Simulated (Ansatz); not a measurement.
The system is Ta.

```
Ta
1.0
    -1.65128    1.65128    1.65128
     1.65128   -1.65128    1.65128
     1.65128    1.65128   -1.65128
Ta
1
Direct
  0.00000 0.00000 0.00000
```

* Program: Ansatz 0.2.0
* Task: relaxation of cell and atoms
* Functional: LDA
* Potentials or basis: all-electron LAPW, scalar-relativistic
* Basis error allowed: 0.001 eV/atom
* k mesh: 11 × 11 × 11
* Occupations: fermi-dirac, width 0.05 eV
* Spin: no spin polarisation

At the start: volume 18.01 Å³/atom.

Question: How do energy, volume and symmetry change on relaxing?

Answer: Over 5 steps the energy falls by 25.1 meV/atom and the volume is 17.20 Å³/atom (-4.5 %); space group Im-3m (No. 229, to 0.05 Å).

The path:
| step | energy change (eV) | largest force (eV/Å) | volume (Å³) |
| --- | --- | --- | --- |
| 1 | 0.0000 | 0.0000 | 18.01 |
| 2 | -0.0245 | 0.0000 | 17.31 |
| 3 | -0.0251 | 0.0000 | 17.19 |
| 4 | -0.0251 | 0.0000 | 17.20 |
| 5 | -0.0251 | 0.0000 | 17.20 |

Final structure:
```
Ta
1.0
    -1.62603    1.62603    1.62603
     1.62603   -1.62603    1.62603
     1.62603    1.62603   -1.62603
Ta
1
Cartesian
  0.0000 0.0000 0.0000
```
